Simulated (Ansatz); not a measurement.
# InN under a change: H interstitial (started 2.16 Å from the nearest host atom), symmetric start

Start from a 16-atom supercell of InN in the zinc blende structure (space group F-43m, No. 216; a = 4.999 Å) at its relaxed geometry.

Now apply this change: a neutral H interstitial (started 2.16 Å from the nearest host atom), symmetric start, atoms relaxed at fixed cell.

Computed with r2SCAN/PAW in Ansatz (a program for electronic structure), no spin-orbit coupling. k-mesh 4×4×4 (Γ-centred); smearing 0.05 eV (Fermi–Dirac).

```json
[
 {"quantity": "pressure", "base": "0.0 GPa", "changed": "1.7 GPa", "shift": "+1.64 GPa"},
 {"quantity": "largest displacement of a host atom from its site in the perfect cell", "base": "–", "changed": "0.01 Å", "shift": "–"}
]
```

Final structure:

```yaml
crystal:
  lattice:
    - [0.00000, 4.99920, 4.99920]
    - [4.99920, 0.00000, 4.99920]
    - [4.99920, 4.99920, 0.00000]
  atoms:
    - { symbol: N, position: [0.37557, 0.37557, 0.37557] }
    - { symbol: N, position: [0.37557, 0.37557, 0.87329] }
    - { symbol: N, position: [0.37557, 0.87329, 0.37557] }
    - { symbol: N, position: [0.37481, 0.87506, 0.87506] }
    - { symbol: N, position: [0.87329, 0.37557, 0.37557] }
    - { symbol: N, position: [0.87506, 0.37481, 0.87506] }
    - { symbol: N, position: [0.87506, 0.87506, 0.37481] }
    - { symbol: N, position: [0.87506, 0.87506, 0.87506] }
    - { symbol: In, position: [0.00000, 0.00000, 0.00000] }
    - { symbol: In, position: [0.99959, 0.99959, 0.50041] }
    - { symbol: In, position: [0.99959, 0.50041, 0.99959] }
    - { symbol: In, position: [0.99959, 0.50041, 0.50041] }
    - { symbol: In, position: [0.50041, 0.99959, 0.99959] }
    - { symbol: In, position: [0.50041, 0.99959, 0.50041] }
    - { symbol: In, position: [0.50041, 0.50041, 0.99959] }
    - { symbol: In, position: [0.50000, 0.50000, 0.50000] }
    - { symbol: H, position: [0.25000, 0.25000, 0.25000] }
```

In so small a cell the defect repeats every few ångströms: this is an ordered compound, not a dilute defect. The mesh was chosen for an insulator and is coarse for the gapless case. The defect started on the symmetric site and kept its symmetry, so it may sit on a saddle. The final runs are not spin-polarised. The defect cell is not spin-polarised. This is not the structure that InN has at room temperature and ambient pressure.
